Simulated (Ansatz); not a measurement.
# GaSb: the cost of one run

Computed with Ansatz 0.2.0 (DFT LDA, scalar-relativistic, plane waves, PAW, unless a step's input says otherwise).

1 further run of the same task is left out (set aside as unsound or not needed).

### Step 1. The structure to begin with

The structure is orthorhombic, space group Immm (No. 71). The conventional cell has a = 3.152 Å, b = 5.011 Å, c = 5.608 Å, α = 90.00°, β = 90.00°, γ = 90.00°. Ga (site symmetry mmm) has 6 Sb at 2.80 to 2.96 Å and 2 Ga at 3.15 Å as nearest neighbours. Around Sb (site symmetry mmm) lie 6 Ga at 2.80 to 2.96 Å and 2 Sb at 3.15 Å.

Coordinates:

```
Ga Sb
1.0
    -1.57592    2.50554    2.80413
     1.57592   -2.50554    2.80413
     1.57592    2.50554   -2.80413
Ga Sb
1 1
Direct
  0.00000 0.00000 0.00000
  0.50000 0.50000 0.00000
```

It goes back to an entry of the Materials Project, which need not be the stable form.

This cell was relaxed beforehand with the same method: volume 22.14 Å³/atom, gap on the mesh none (metal).

### Step 2. What is varied

The energy is mapped over two homogeneous strains (x along [1 0 0], y along [0 1 0], z along [0 0 1] of the conventional cell).

- strain +e along x and -e along y: 5 values from −4 to 4 %
- strain +e along z and -e/2 along x and y: 5 values from −15.0 to 15.0 %

Nothing else is relaxed (symmetry fixes all fractional coordinates). Energies count from the relaxed crystal. Points are written as (first, second).

### Step 3. The run at (4 %, −15.0 %)

The input, input.yaml:

```yaml
crystal:
  lattice:
    - [-1.7571470994, 2.5932349, 2.3835103098]
    - [1.7571470994, -2.5932349, 2.3835103098]
    - [1.7571470994, 2.5932349, -2.3835103098]
  atoms:
    - { symbol: Ga, position: [0.0, 0.0, 0.0] }
    - { symbol: Sb, position: [0.5, 0.5, 0.0] }
basis:
  ecutwfc: 420
kpoints:
  mp_grid: { grid: [16, 16, 16] }
hamiltonian:
  xc: lda
  pseudopotentials: { kind: paw, azcp: { folder: soft_1 } }
scf:
  occupations: { method: gaussian, width: 0.15 }
output:
  forces: true
  stress: true
  eigenvalues: true
```

Launch:

```
$ ansatz run input.yaml --threads 2 --pin off --max-ram 4096MiB --backend cpu --events-out ev --progress --plain --runs-dir out
```

What time and memory should one allow on 2 threads of Arm Neoverse N1, shared host?

About 29 s, with a peak of 0.62 GiB.
